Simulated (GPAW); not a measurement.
A run of GPAW 26.7.0 is set up as follows.

run.py

```python
import numpy as np
from ase import Atoms
from ase.dft.bandgap import bandgap
from ase.io import write
from gpaw import GPAW, PW
from gpaw.spinorbit import soc_eigenstates

atoms = Atoms(['Cd', 'Cd', 'Se', 'Se'],
              cell=[[4.3, 0.0, 0.0],
                    [-2.15, 3.7239092363, 0.0],
                    [0.0, 0.0, 7.02]],
              scaled_positions=[[0.6666666667, 0.3333333333, 0.5],
                                [0.3333333333, 0.6666666667, 0.0],
                                [0.6666666667, 0.3333333333, 0.885],
                                [0.3333333333, 0.6666666667, 0.385]],
              pbc=True)

calc = GPAW(mode=PW(600),
            xc={'name': 'vdW-DF2', 'backend': 'libvdwxc'},
            kpts={'size': (5, 5, 3), 'gamma': True},
            occupations={'name': 'fermi-dirac', 'width': 0.05},
            nbands=31,
            convergence={'density': 1e-05, 'energy': 1e-05},
            maxiter=150,
            txt='gpaw.txt')
atoms.calc = calc
energy = atoms.get_potential_energy()
forces = atoms.get_forces()
calc.write('gs.gpw')
write('result.traj', atoms)
print(f'Energy: {energy:.6f} eV')
print('Forces (eV/A):')
print(forces.round(4))
print('Fermi level:', round(calc.get_fermi_level(), 4), 'eV')
print(f'Gap: {bandgap(calc)[0]:.4f} eV, direct: {bandgap(calc, direct=True)[0]:.4f} eV')

path = atoms.cell.bandpath('GMKGALHA,LM,KH', npoints=80, eps=1e-4)
bs_calc = calc.fixed_density(kpts=path, symmetry='off', nbands=52,
                             convergence={'bands': 'CBM+6.0', 'eigenstates': 1e-6}, txt='bands.txt')
bs = bs_calc.band_structure()
bs.write('bs.json')
print(f'Gap on the path: {bandgap(bs_calc)[0]:.4f} eV')

soc = soc_eigenstates(bs_calc, theta=0, phi=0)
np.savetxt('soc_bands.dat', soc.eigenvalues(), fmt='%.4f')
mesh = soc_eigenstates('gs.gpw', theta=0, phi=0)
np.savetxt('soc_mesh.dat', mesh.eigenvalues(), fmt='%.4f')
print('Fermi level with spin-orbit coupling:', round(mesh.fermi_level, 4), 'eV')
```

Potentials or basis: GPAW PAW data sets (gpaw-data 1.2.1), pw.

Run with:

```console
$ OMP_NUM_THREADS=1 python run.py
```

(1) What does it give for the band gap on the k mesh?

(2) Estimate the largest force.

(3) What does it give for the band gap along the path?

Answers

(1) 0.37 eV, direct.

(2) 0.336 eV/Å.

(3) 0.37 eV, direct.

Caveat: spin-orbit coupling was added after a scalar SCF, so levels and gaps hold it while energy, forces, pressure and moments don't; this program's spin-orbit splittings come out too wide for heavy elements; the PAW data sets were made with another functional, which shifts forces and pressure a little.

**Experimental background.**

From a printed reference work, data compilation, for a bulk crystal of CdSe at 2 K: band gap 1.841 eV.

Against the measured gap of CdSe, 1.841 eV (2 K; a printed reference work, data compilation), the calculated 0.37 eV is off by -1.47 eV. So large a miss can be the level of theory's own, or it may mean another phase, state or a wrong row. The value is that of vdW-DF2, without temperature or zero-point motion.
